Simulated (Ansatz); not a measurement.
# V: pressure and energy change per atom against volume scale

Results calculated with Ansatz 0.2.0, not measured. Plane-wave DFT, scalar-relativistic PAW made under PBE with cores redone for the functional, no dispersion; the given relaxed cell is scaled uniformly, energy at zero smearing counts from the unscaled cell, pressure at the given Fermi-Dirac smearing is positive in compression.

The cell before it is scaled or strained (space group P6_3/mmc, No. 194):
```
cell vectors (Å)
   2.6297     0.0000     0.0000
  -1.3149     2.2774     0.0000
   0.0000     0.0000     9.2644
atoms (fractions of the cell vectors)
V   1.00000  1.00000  1.00000
V   1.00000  1.00000  0.50000
V   0.33333  0.66667  0.25000
V   0.66667  0.33333  0.75000
```

Settings of every row: spin polarised no; functional PBE; wave cutoff 420 eV; smearing width 0.1 eV; k mesh 15x15x4.

Atom starting moment: 0 on all atoms.

Limits: the cell comes from a prototype or a list of computed structures and needn't be the stable phase.

| row | volume scale | V (Å³/atom) | pressure (GPa) | energy change per atom (meV) |
| --- | --- | --- | --- | --- |
| 1 | 0.88 | 12.206 | 28.29 | 129.44 |
| 2 | 0.92 | 12.761 | 17 | 52.77 |
| 3 | 0.96 | 13.316 | 7.7 | 11.71 |
| 4 | 1.04 | 14.426 | -6.27 | 12.47 |
| 5 | 1.08 | 14.981 | -11.45 | 44.81 |
| 6 | 1.12 | 15.535 | ? | ? |

Question: what pressure and energy change per atom should row 6 give?

Worked fit of pressure. Take u = (V_r/V)^(2/3) − 1 with V_r = 13.316 Å³ an atom, which is twice the finite (Eulerian) strain; such expansions in the strain, on which the Birch-Murnaghan equation of state is built, carry the rest volume and the bulk modulus. The shown rows have u = 0.05974, 0.02879, 0, -0.05198, -0.07554. Least squares give pressure = 7.7 + 304.23 × u + 673.9 × u² GPa; a straight line predicts inner rows, each left out in turn, worse (root mean square 1.4 against 0.027 GPa). The rows lie off it by 0.01, -0.02, 0.00, 0.02, -0.01. The pressure vanishes at u = -0.0269, or V = 13.87 Å³ an atom, and there the bulk modulus at fixed shape and fractions is B = −V dP/dV = (2/3)(1 + u) dP/du = 174 GPa. Letting shape and atoms relax would as a rule lower it, by much in layered, chain or molecular crystals. The withheld row has u = -0.09765, so the fit gives 7.7 + 304.23 × (-0.09765) + 673.9 × (-0.09765)² = -15.58 GPa.

The calculation gave -15.69 GPa. The fit lies 0.11 GPa (0.25 % of the column's range) above it; its largest miss of a shown row is 0.02 GPa. This row lies beyond the range of the fit.

Worked fit of energy change per atom. Take u = (V_r/V)^(2/3) − 1 with V_r = 13.316 Å³ an atom, which is twice the finite (Eulerian) strain; such expansions in the strain, on which the Birch-Murnaghan equation of state is built, carry the rest volume and the bulk modulus. The shown rows have u = 0.05974, 0.02879, 0, -0.05198, -0.07554. Least squares give energy change per atom = 11.724 + 908.17 × u + 17803.3 × u² meV; a straight line predicts inner rows, each left out in turn, worse (root mean square 37 against 0.19 meV). The rows lie off it by -0.08, 0.14, -0.01, -0.15, 0.10 (root mean square 0.11 meV). Its lowest point lies at u = -0.0255, or V = 13.84 Å³ an atom, and the curvature there gives the bulk modulus at fixed shape and fractions, B = (4/9)(1 + u)² E″(u)/V = 174 GPa. Letting shape and atoms relax would as a rule lower it, by much in layered, chain or molecular crystals. The withheld row has u = -0.09765, so the fit gives 11.724 + 908.17 × (-0.09765) + 17803.3 × (-0.09765)² = 92.80 meV.

The calculation gave 93.44 meV. The fit lies 0.64 meV (0.54 % of the column's range) below it; its largest miss of a shown row is 0.15 meV. This row lies beyond the range of the fit.
